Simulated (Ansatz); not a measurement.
**Be4Se: from a guess to a relaxed structure**

Aim: relax a trial structure of Be4Se and see where it ends.

Program: Ansatz 0.2.0. Level of theory: DFT PBE, scalar-relativistic, plane waves, PAW. These are calculated values, not measurements.

2 further runs of the same task are left out: 1 that didn't finish, 1 set aside as unsound or not needed.

### Step 1. The starting structure

The structure is cubic, space group P-43m (No. 215). The conventional cell has a = 5.899 Å, b = 5.899 Å, c = 5.899 Å, α = 90.00°, β = 90.00°, γ = 90.00°. Be (site symmetry 3m) has 1 Se at 2.55 Å as nearest neighbours. Se (site symmetry -43m) has 4 Be at 2.55 Å as nearest neighbours.

Structure file:

```cif
data_structure
_symmetry_space_group_name_H-M 'P 1'
_symmetry_Int_Tables_number 1
_cell_length_a 5.8990
_cell_length_b 5.8990
_cell_length_c 5.8990
_cell_angle_alpha 90.000
_cell_angle_beta 90.000
_cell_angle_gamma 90.000
_cell_volume 205.27
loop_
_atom_site_label
_atom_site_type_symbol
_atom_site_fract_x
_atom_site_fract_y
_atom_site_fract_z
_atom_site_occupancy
Be1 Be 0.25000 0.25000 0.25000 1
Be2 Be 0.75000 0.75000 0.25000 1
Be3 Be 0.75000 0.25000 0.75000 1
Be4 Be 0.25000 0.75000 0.75000 1
Se1 Se 0.00000 0.00000 0.00000 1
```

A structure generator made this guess: ordered vacancies on the anion sites of cuprite (P-43m, No. 215). Its size is a rough estimate.

### Step 2. Probe: one point on a coarse mesh

Contents of input.yaml:

```yaml
crystal:
  lattice:
    - [5.8989939, 0.0, 0.0]
    - [0.0, 5.8989939, 0.0]
    - [0.0, 0.0, 5.8989939]
  atoms:
    - { symbol: Be, position: [0.25, 0.25, 0.25] }
    - { symbol: Be, position: [0.75, 0.75, 0.25] }
    - { symbol: Be, position: [0.75, 0.25, 0.75] }
    - { symbol: Be, position: [0.25, 0.75, 0.75] }
    - { symbol: Se, position: [0.0, 0.0, 0.0] }
basis:
  ecutwfc: 420
kpoints:
  mp_grid: { grid: [4, 4, 4] }
hamiltonian:
  xc: pbe
scf:
  occupations: { method: gaussian, width: 0.1 }
  lower_state_search: "off"
output:
  forces: true
  stress: true
  eigenvalues: true
```

On the command line:

```console
> ansatz run input.yaml --threads 1 --pin off --max-ram 2048MiB --backend cpu --events-out ev --progress --plain --runs-dir out
```

Log (excerpt; [...] marks lines left out):

```text
[...]
SCF converged after 8 iterations
Free energy (F): -5828.554276 eV
[...]
E sigma→0 (E₀):  -5828.540226 eV
Entropy (-TS):   -0.028101 eV (-5.620 meV/atom)
Fermi energy:    -0.304549 eV
[...]
--- Forces (eV/Å), atoms counted from 1 ---
  atom   1  Be    -0.25173728    -0.25173728    -0.25173728
  atom   2  Be     0.25173728     0.25173728    -0.25173728
  atom   3  Be     0.25173728    -0.25173728     0.25173728
  atom   4  Be    -0.25173728     0.25173728     0.25173728
  atom   5  Se    -0.00000000    -0.00000000    -0.00000000
[...]
--- Stress (GPa, compression-positive) ---
       -5.563469      -0.000000       0.000000
        0.000000      -5.563469      -0.000000
        0.000000      -0.000000      -5.563469
  P = ⅓ Tr σ = -5.5635 GPa (-55.635 kbar)
--- Band table (eV; the first three rows and the last of 10) ---
  k-point 0: bands = ["-48.3838", "-48.3838", "-48.3838", "-48.3829", "-48.3829", "-13.3852", "-4.0544", "-4.0544", "-4.0544", "-3.0993", "0.0657", "0.0657", "0.2421", "0.2421", "0.2421", "2.1539", "2.5671"]
[...]
```

It took 3.5 s on 1 thread of Arm Neoverse V1, shared host; peak memory 0.33 GiB.

Read-out: pressure -5.6 GPa, largest force 0.44 eV/Å, gap on this mesh none (metal). A guess like this is first relaxed loosely on the coarse mesh.

### Step 3. Coarse relaxation

input.yaml: that of step 2 with these lines changed.

```diff
@@ -24 +24,6 @@
   eigenvalues: true
+relax:
+  adjacent_minimum: "off"
+  f_tol: 0.04
+  max_steps: 70
+  cell: { stress_tol: 0.4 }
```

On the command line:

```console
> ansatz run input.yaml --threads 1 --pin off --max-ram 2048MiB --backend cpu --events-out ev --progress --plain --runs-dir out
```

Log:

```text
Warning: RAYON_NUM_THREADS=1 ignored (pool sized by the plan → 1); use --threads N
Engine: ansatz 0.2.0, aarch64-unknown-linux-gnu
Pseudopotentials: kind: paw
Pseudopotential: Be, paw, valence charge 2, recommended cutoff 420 eV (normal), Be.paw.azcp
Pseudopotential: Se, paw, valence charge 16, recommended cutoff 420 eV (normal), Se.paw.azcp
Functional definition: PBE
  parameter kappa = 0.804
  parameter beta = 0.06672455060314922
  exchange = pbe_x(kappa = kappa, mu = beta*pi^2/3)
  correlation = pbe_c(beta = beta)
Crystal: 5 atoms, lattice volume = 205.274 Å³
Basis set: ecut = 420 eV, 3959 PW (Γ), exchange–correlation on 80×80×80 points (8 copies of the dense FFT grid, shifted against one another)
Bands: 17, of which v1, the nominal top of the filled ones, is band 12 counted from 1 (11 counted from 0)
Symmetry: 24 space group operations
Space group: P-43m (ITA 215), of the structure as read, at distance tolerance 5.9e-5 Å
k-points: 10 of 64 (time reversal used)
Non-local potential: Be, projectors of the file, l = 0: 2, l = 1: 2, l = 2: 1
Non-local potential: Se, projectors of the file, l = 0: 2, l = 1: 2, l = 2: 3, l = 3: 1
PAW form: soft (Blöchl's): semilocal exchange-correlation on the pseudo side does not see the compensation charge
PAW one-centre angular grid: Be, 110 points (default); XC on 64 Gauss nodes
PAW one-centre angular grid: Se, 590 points (default); XC on 64 Gauss nodes
Initial density: superposition of atomic densities (neutral atoms: chi_scale 0, normalization atom), corrected by the library's trained network
Initial wavefunctions: pseudopotential atomic-orbital guess
Functional: x = pbe(κ = 0.804, μ = 0.2195149727645171), c = pbe(β = 0.06672455060314922)
SCF iter   1: F=—  HF=-5828.562089 eV  |F-HF|=—  |Δ(HF+E_count)|=         —  Δρ=2.67e-3  dr2=6.26e-2  ethr=1.77e-3  ⟨swp⟩=7.6  Hψ=965  notcnv=0
preconditioner: auto → Kerker (q_TF=auto, 1.908 Å⁻¹)  [metal: Δε(μ)=0.068 eV  Ē_g=3.761 eV  σ=0.100 eV  W_gap=0.35  n_scr=26 (ndim 8)  ℏωp=9.0 eV  f_vac=0.000  D(μ)=5.81/eV (n_scr^D=32)]
SCF iter   2: F=—  HF=-5828.554682 eV  |F-HF|=—  |Δ(HF+E_count)|=   7.41e-3  Δρ=1.25e-3  dr2=1.76e-2  ethr=2.61e-4  ⟨swp⟩=1.0  Hψ=250  notcnv=0
SCF iter   3: F=—  HF=-5828.554046 eV  |F-HF|=—  |Δ(HF+E_count)|=   6.36e-4  Δρ=6.05e-4  dr2=3.52e-3  ethr=7.31e-5  ⟨swp⟩=2.2  Hψ=223  notcnv=0
SCF iter   4: F=—  HF=-5828.553739 eV  |F-HF|=—  |Δ(HF+E_count)|=   3.07e-4  Δρ=3.00e-4  dr2=5.16e-4  ethr=1.47e-5  ⟨swp⟩=2.8  Hψ=284  notcnv=0
SCF iter   5: F=—  HF=-5828.553798 eV  |F-HF|=—  |Δ(HF+E_count)|=   5.95e-5  Δρ=1.13e-4  dr2=2.81e-5  ethr=2.15e-6  ⟨swp⟩=2.8  Hψ=283  notcnv=0
SCF iter   6: F=—  HF=-5828.554274 eV  |F-HF|=—  |Δ(HF+E_count)|=   4.76e-4  Δρ=1.95e-5  dr2=1.45e-6  ethr=1.17e-7  ⟨swp⟩=2.0  Hψ=230  notcnv=0
SCF iter   7: F=—  HF=-5828.554276 eV  |F-HF|=—  |Δ(HF+E_count)|=   1.68e-6  Δρ=6.88e-6  dr2=1.82e-7  ethr=6.05e-9  ⟨swp⟩=2.0  Hψ=239  notcnv=0
SCF iter   8: F=-5828.554276 eV  HF=-5828.554276 eV  |F-HF|=1.30e-8  |Δ(HF+E_count)|=   2.46e-7  Δρ=1.75e-6  dr2=1.31e-8  ethr=4.17e-10  ⟨swp⟩=5.3  Hψ=701  notcnv=0
SCF 1 converged in 8 iterations: F = -5828.554276 eV  dr2 = 1.31e-8
relax step   1: F+E_penalty+E_count = -5828.55427615 eV  Δ(F+E_penalty+E_count) = +0.000e0 eV  max|allowed force component| = 2.517e-1 eV/Å  Δτ_max = 0.0000 Å  P = -5.563 GPa  Ω = 205.274 Å³  (8 SCF iters, dr2 threshold 1.00e-7 eV, accepted)
Crystal: 5 atoms, lattice volume = 176.717 Å³
Basis set: ecut = 420 eV, 3407 PW (Γ), exchange–correlation on 80×80×80 points (8 copies of the dense FFT grid, shifted against one another)
Initial density: handed on by an earlier stage of this run
Initial wavefunctions: those handed on with the density
iter 1 solved again at ethr=2.05e-4 eV; its pass at ethr=3.10e-3 eV (dr2=4.93e-2 eV) is discarded
SCF iter   1: F=—  HF=-5829.673712 eV  |F-HF|=—  |Δ(HF+E_count)|=         —  Δρ=3.68e-3  dr2=4.96e-2  ethr=2.05e-4  ⟨swp⟩=1.0  Hψ=1116  notcnv=0
preconditioner: auto → Kerker (q_TF=auto, 1.956 Å⁻¹)  [metal: Δε(μ)=0.091 eV  Ē_g=4.177 eV  σ=0.100 eV  W_gap=0.40  n_scr=26 (ndim 8)  ℏωp=9.7 eV  f_vac=0.000  D(μ)=3.69/eV (n_scr^D=26)]
SCF iter   2: F=—  HF=-5829.671021 eV  |F-HF|=—  |Δ(HF+E_count)|=   2.69e-3  Δρ=2.18e-3  dr2=2.10e-2  ethr=2.05e-4  ⟨swp⟩=1.0  Hψ=170  notcnv=0
SCF iter   3: F=—  HF=-5829.671570 eV  |F-HF|=—  |Δ(HF+E_count)|=   5.48e-4  Δρ=6.57e-4  dr2=2.75e-3  ethr=8.75e-5  ⟨swp⟩=2.2  Hψ=213  notcnv=0
SCF iter   4: F=—  HF=-5829.671613 eV  |F-HF|=—  |Δ(HF+E_count)|=   4.28e-5  Δρ=3.11e-4  dr2=3.32e-4  ethr=1.14e-5  ⟨swp⟩=2.1  Hψ=291  notcnv=0
SCF iter   5: F=—  HF=-5829.671377 eV  |F-HF|=—  |Δ(HF+E_count)|=   2.36e-4  Δρ=1.01e-4  dr2=2.19e-5  ethr=1.38e-6  ⟨swp⟩=2.0  Hψ=289  notcnv=0
SCF iter   6: F=—  HF=-5829.671391 eV  |F-HF|=—  |Δ(HF+E_count)|=   1.39e-5  Δρ=2.06e-5  dr2=9.21e-7  ethr=9.12e-8  ⟨swp⟩=2.0  Hψ=232  notcnv=0
SCF iter   7: F=-5829.671392 eV  HF=-5829.671392 eV  |F-HF|=1.35e-7  |Δ(HF+E_count)|=   1.30e-6  Δρ=6.34e-6  dr2=1.37e-7  ethr=2.08e-9  ⟨swp⟩=5.6  Hψ=812  notcnv=0
SCF 2 converged in 7 iterations: F = -5829.671392 eV  dr2 = 1.37e-7
relax step   2: F+E_penalty+E_count = -5829.67139218 eV  Δ(F+E_penalty+E_count) = -1.117e0 eV  max|allowed force component| = 3.485e-2 eV/Å  Δτ_max = 0.0247 Å  P = -6.672 GPa  Ω = 176.717 Å³  energy of the carried Pulay correction = +1.079e-3 eV  (7 SCF iters, dr2 threshold 5.00e-7 eV, accepted)
Crystal: 5 atoms, lattice volume = 150.933 Å³
Basis set: ecut = 420 eV, 2945 PW (Γ), exchange–correlation on 80×80×80 points (8 copies of the dense FFT grid, shifted against one another)
iter 1 solved again at ethr=1.27e-4 eV; its pass at ethr=3.10e-3 eV (dr2=3.04e-2 eV) is discarded
SCF iter   1: F=—  HF=-5830.925486 eV  |F-HF|=—  |Δ(HF+E_count)|=         —  Δρ=4.35e-3  dr2=3.08e-2  ethr=1.27e-4  ⟨swp⟩=1.0  Hψ=1119  notcnv=0
preconditioner: auto → Kerker (q_TF=auto, 2.008 Å⁻¹)  [metal: Δε(μ)=0.049 eV  Ē_g=4.533 eV  σ=0.100 eV  W_gap=0.27  n_scr=18 (ndim 8)  ℏωp=10.5 eV  f_vac=0.000  D(μ)=4.22/eV (n_scr^D=26)]
SCF iter   2: F=—  HF=-5830.926479 eV  |F-HF|=—  |Δ(HF+E_count)|=   9.93e-4  Δρ=2.55e-3  dr2=1.12e-2  ethr=1.27e-4  ⟨swp⟩=1.0  Hψ=170  notcnv=0
SCF iter   3: F=—  HF=-5830.929524 eV  |F-HF|=—  |Δ(HF+E_count)|=   3.05e-3  Δρ=5.71e-4  dr2=8.77e-4  ethr=4.67e-5  ⟨swp⟩=2.0  Hψ=292  notcnv=0
SCF iter   4: F=—  HF=-5830.929603 eV  |F-HF|=—  |Δ(HF+E_count)|=   7.88e-5  Δρ=2.60e-4  dr2=2.05e-4  ethr=3.65e-6  ⟨swp⟩=2.4  Hψ=278  notcnv=0
SCF iter   5: F=—  HF=-5830.929499 eV  |F-HF|=—  |Δ(HF+E_count)|=   1.04e-4  Δρ=6.61e-5  dr2=2.12e-5  ethr=8.56e-7  ⟨swp⟩=3.0  Hψ=321  notcnv=0
SCF iter   6: F=—  HF=-5830.929495 eV  |F-HF|=—  |Δ(HF+E_count)|=   3.64e-6  Δρ=2.07e-5  dr2=6.91e-7  ethr=8.84e-8  ⟨swp⟩=2.3  Hψ=210  notcnv=0
SCF iter   7: F=-5830.929495 eV  HF=-5830.929495 eV  |F-HF|=4.74e-9  |Δ(HF+E_count)|=   1.16e-8  Δρ=4.22e-6  dr2=4.12e-8  ethr=2.08e-9  ⟨swp⟩=5.6  Hψ=823  notcnv=0
SCF 3 converged in 7 iterations: F = -5830.929495 eV  dr2 = 4.12e-8
relax step   3: F+E_penalty+E_count = -5830.92949487 eV  Δ(F+E_penalty+E_count) = -1.258e0 eV  max|allowed force component| = 1.590e-1 eV/Å  Δτ_max = 0.0545 Å  P = -8.757 GPa  Ω = 150.933 Å³  energy of the carried Pulay correction = +2.203e-3 eV  (7 SCF iters, dr2 threshold 5.00e-7 eV, accepted)
[... from here on, the SCF cycles and remarks between the steps are left out ...]
relax step   4: F+E_penalty+E_count = -5832.52153120 eV  Δ(F+E_penalty+E_count) = -1.592e0 eV  max|allowed force component| = 3.276e-1 eV/Å  Δτ_max = 0.0989 Å  P = -11.280 GPa  Ω = 127.783 Å³  energy of the carried Pulay correction = +3.360e-3 eV  (6 SCF iters, dr2 threshold 5.00e-7 eV, accepted)
relax step   5: F+E_penalty+E_count = -5834.43112814 eV  Δ(F+E_penalty+E_count) = -1.910e0 eV  max|allowed force component| = 5.885e-1 eV/Å  Δτ_max = 0.1228 Å  P = -13.032 GPa  Ω = 107.136 Å³  energy of the carried Pulay correction = +4.534e-3 eV  (6 SCF iters, dr2 threshold 5.00e-7 eV, accepted)
relax step   6: F+E_penalty+E_count = -5836.37404347 eV  Δ(F+E_penalty+E_count) = -1.943e0 eV  max|allowed force component| = 6.878e-1 eV/Å  Δτ_max = 0.1259 Å  P = -12.669 GPa  Ω = 88.830 Å³  energy of the carried Pulay correction = +5.702e-3 eV  (6 SCF iters, dr2 threshold 5.00e-7 eV, accepted)
relax step   7: F+E_penalty+E_count = -5837.95074982 eV  Δ(F+E_penalty+E_count) = -1.577e0 eV  max|allowed force component| = 2.063e-1 eV/Å  Δτ_max = 0.1777 Å  P = -8.195 GPa  Ω = 72.740 Å³  energy of the carried Pulay correction = +6.831e-3 eV  (6 SCF iters, dr2 threshold 5.00e-7 eV, accepted)
relax step   8: F+E_penalty+E_count = -5838.11033419 eV  Δ(F+E_penalty+E_count) = -1.596e-1 eV  max|allowed force component| = 1.499e-1 eV/Å  Δτ_max = 0.0615 Å  P = +7.497 GPa  Ω = 59.036 Å³  energy of the carried Pulay correction = +7.861e-3 eV  (6 SCF iters, dr2 threshold 5.00e-7 eV, accepted)
relax step   9: F+E_penalty+E_count = -5838.22015198 eV  Δ(F+E_penalty+E_count) = -1.098e-1 eV  max|allowed force component| = 2.610e-2 eV/Å  Δτ_max = 0.0242 Å  P = -1.176 GPa  Ω = 64.886 Å³  energy of the carried Pulay correction = +7.416e-3 eV  (6 SCF iters, dr2 threshold 5.00e-7 eV, accepted)
relax step  10: F+E_penalty+E_count = -5838.22403750 eV  Δ(F+E_penalty+E_count) = -3.886e-3 eV  max|allowed force component| = 3.501e-3 eV/Å  Δτ_max = 0.0045 Å  P = -0.008 GPa  Ω = 63.931 Å³  energy of the carried Pulay correction = +7.488e-3 eV  (5 SCF iters, dr2 threshold 5.00e-7 eV, accepted)
Basis set: ecut = 420 eV, 1237 PW (Γ), exchange–correlation on 54×54×54 points (8 copies of the dense FFT grid, shifted against one another)
Initial wavefunctions: pseudopotential atomic-orbital guess (no wavefunctions were taken with the density)
iter 1 solved again at ethr=2.44e-8 eV; its pass at ethr=3.10e-3 eV (dr2=5.85e-6 eV) is discarded
SCF iter   1: F=—  HF=-5838.222704 eV  |F-HF|=—  |Δ(HF+E_count)|=         —  Δρ=1.05e-4  dr2=6.80e-7  ethr=2.44e-8  ⟨swp⟩=2.9  Hψ=1350  notcnv=0
preconditioner: auto → Resta (q_TF=auto, 2.317 Å⁻¹)  ε∞=4.7  [insulator: Δε(μ)=0.328 eV  Ē_g=8.989 eV  σ=0.100 eV  W_gap=0.68  n_scr=18 (ndim 8)  ℏωp=17.4 eV  f_vac=0.000  D(μ)=2.03/eV (n_scr^D=18)  ε∞_Penn≈4.7]
SCF iter   2: F=—  HF=-5838.222491 eV  |F-HF|=—  |Δ(HF+E_count)|=   2.13e-4  Δρ=5.62e-5  dr2=2.86e-7  ethr=2.83e-9  ⟨swp⟩=2.0  Hψ=291  notcnv=0
SCF iter   3: F=—  HF=-5838.222493 eV  |F-HF|=—  |Δ(HF+E_count)|=   1.97e-6  Δρ=1.88e-5  dr2=3.98e-8  ethr=1.19e-9  ⟨swp⟩=2.0  Hψ=239  notcnv=0
SCF iter   4: F=-5838.222493 eV  HF=-5838.222493 eV  |F-HF|=1.50e-10  |Δ(HF+E_count)|=   2.33e-7  Δρ=2.05e-6  dr2=2.22e-9  ethr=1.33e-11  ⟨swp⟩=2.4  Hψ=591  notcnv=0
SCF 11 converged in 4 iterations: F = -5838.222493 eV  dr2 = 2.22e-9
relax step  11: F+E_penalty+E_count = -5838.22249343 eV  Δ(F+E_penalty+E_count) = +1.544e-3 eV  max|allowed force component| = 3.331e-3 eV/Å  Δτ_max = 0.0000 Å  P = -0.017 GPa  Ω = 63.931 Å³  stress off target by 1.73e-2 GPa  SCF on the basis re-selected at this cell (its energy is not comparable with the rows above)  (4 SCF iters)
basis re-selected at this cell: Δ(F+E_penalty+E_count) = +1.544e-3 eV, ΔP = -0.009 GPa vs the last step (what re-selecting the basis moved, of the pressure what is left beyond the Pulay correction that the steps carried, after the strain that the cell walked since its last selection, with what the two solves' SCF thresholds leave and, on support functions, any second-order correction that the steps lacked; it is no measure of the basis error at this ecutwfc). The dense FFT grid was sized anew with the basis: this SCF ran on 27×27×27 points, the steps before it on 40×40×40, so part of this shift can come from that change (see relax.cell in the input reference). This SCF's stress stands 1.73e-2 GPa from its target on what of the cell is left free (relax.cell.stress_tol is 4.00e-1 GPa) and its largest allowed force component is 3.33e-3 eV/Å (relax.f_tol is 4.00e-2 eV/Å): within both
SCF converged after 4 iterations
Free energy (F): -5838.222493 eV
Harris-Foulkes:  -5838.222493 eV  (|F-HF|=1.50e-10)
Internal energy: -5838.212336 eV  (E = F + TS)
E sigma→0 (E₀):  -5838.217415 eV
Entropy (-TS):   -0.010158 eV (-2.032 meV/atom)
Fermi energy:    7.173142 eV
--- Per-component energies (eV) ---
  E_band       = -389.190824
  E_kinetic    = 194.146760
  E_local      = -2882.463996  (includes V_loc(G=0)·N_el)
  E_nonlocal   = -576.952975
  E_hartree    = 1419.788546
  E_xc         = -179.860476
  E_vxc        = -177.022373  (∫ρ·V_xc dr)
  E_paw        = -2149.363686  (= ΣΔE_a)
  E_vpaw       = 213.525155  (= ΣTr[D̂ρ^β])
  E_aug_tail   = -0.000594  (compensation charges beyond the density's cutoff)
  E_ewald      = -1663.505915
  E_smearing   = -0.010158  (= −TS)
  E_closure    = 0.000000  (closes the sum)
  Σ components = -5838.222493   (vs F -5838.222493, Δ=0.00e0)
--- Forces (eV/Å), atoms counted from 1 ---
  atom   1  Be    -0.00333122    -0.00333122    -0.00333122
  atom   2  Be     0.00333122     0.00333122    -0.00333122
  atom   3  Be     0.00333122    -0.00333122     0.00333122
  atom   4  Be    -0.00333122     0.00333122     0.00333122
  atom   5  Se    -0.00000000     0.00000000     0.00000000
  max |Σ_I F_I| component: 6.98e-17 eV/Å
--- Stress (GPa, compression-positive) ---
       -0.017271       0.000000      -0.000000
        0.000000      -0.017271       0.000000
       -0.000000       0.000000      -0.017271
  P = ⅓ Tr σ = -0.0173 GPa (-0.173 kbar)
--- Band table (eV; the first three rows and the last of 10) ---
  k-point 0: bands = ["-41.2761", "-41.2761", "-41.2761", "-41.2686", "-41.2686", "-7.7401", "0.8618", "2.9075", "2.9075", "2.9075", "5.8173", "5.8173", "9.8911", "9.8911", "9.8911", "9.9125", "13.7461"]
  k-point 1: bands = ["-41.2762", "-41.2762", "-41.2761", "-41.2686", "-41.2684", "-7.5731", "0.0372", "2.6858", "3.0627", "3.0627", "5.9142", "6.3518", "9.3398", "9.3398", "9.5559", "10.9697", "12.7893"]
  k-point 2: bands = ["-41.2762", "-41.2762", "-41.2761", "-41.2686", "-41.2683", "-7.3854", "-0.7887", "3.2371", "3.2371", "3.4015", "4.4567", "7.4902", "8.7690", "8.7690", "8.7724", "12.0601", "12.9328"]
  k-point 9: bands = ["-41.2763", "-41.2763", "-41.2763", "-41.2681", "-41.2681", "-6.7941", "1.2591", "1.2591", "1.2591", "2.6520", "4.2185", "4.2185", "4.2185", "14.6630", "14.6630", "14.6630", "15.4336"]
--- Relaxed structure (10 steps of the walk, 10 accepted, 1 SCFs on fresh bases) ---
  F+E_penalty+E_count = -5838.22249343 eV   max|allowed force component| = 3.331e-3 eV/Å   (the final SCF, on the basis selected at the relaxed cell)
  cell:  # Å, volume = 63.9312 Å³
    - [3.998566125109145, -4.65433069893582e-33, 1.3144472882396986e-32]
    - [-7.663596237040876e-33, 3.998566125109145, -2.9410545072872385e-33]
    - [1.0062984971377407e-32, -2.9410545072872385e-33, 3.998566125109145]
  atoms:
    - { symbol: Be, position: [0.30841119292949415, 0.30841119292949415, 0.30841119292949415] }
    - { symbol: Be, position: [0.6915888070705059, 0.6915888070705059, 0.30841119292949415] }
    - { symbol: Be, position: [0.6915888070705059, 0.30841119292949415, 0.6915888070705059] }
    - { symbol: Be, position: [0.30841119292949415, 0.6915888070705059, 0.6915888070705059] }
    - { symbol: Se, position: [7.057705793430891e-19, -1.3527269437409168e-18, -4.705137195620584e-19] }
```

Run time: 41 s. Hardware: 1 thread of Arm Neoverse V1, shared host; peak memory 0.4 GiB.

Relaxation path:

```csv
step,energy from step 1 (eV/cell),largest force component (eV/Å),pressure (GPa),volume (Å³)
1,0.0000,0.2517,-5.56,205.27
2,-1.1171,0.0348,-6.67,176.72
3,-2.3752,0.1590,-8.76,150.93
4,-3.9673,0.3276,-11.28,127.78
5,-5.8769,0.5885,-13.03,107.14
6,-7.8198,0.6878,-12.67,88.83
7,-9.3965,0.2063,-8.19,72.74
8,-9.5561,0.1499,7.50,59.04
9,-9.6659,0.0261,-1.18,64.89
10,-9.6698,0.0035,-0.01,63.93
11,-9.6682,0.0033,-0.02,63.93
```

Step 1 is the start. Step 11 repeats the geometry before it on a plane-wave basis chosen anew for that cell, so its energy need not be comparable with the rows above.

|  | before | after | change |
| --- | --- | --- | --- |
| a (Å) | 5.899 | 3.999 | -32.2 % |
| b (Å) | 5.899 | 3.999 | -32.2 % |
| c (Å) | 5.899 | 3.999 | -32.2 % |
| volume (Å³/atom) | 41.05 | 12.79 | -68.9 % |
| shortest distance (Å) | 2.554 | 2.136 | -16.4 % |
| space group (0.01 Å) | P-43m | P-43m | same |

Forces and stress were held to the start's 24 operations: a distortion of lower symmetry was not tested.

(Part 1 of 2 ends here.)
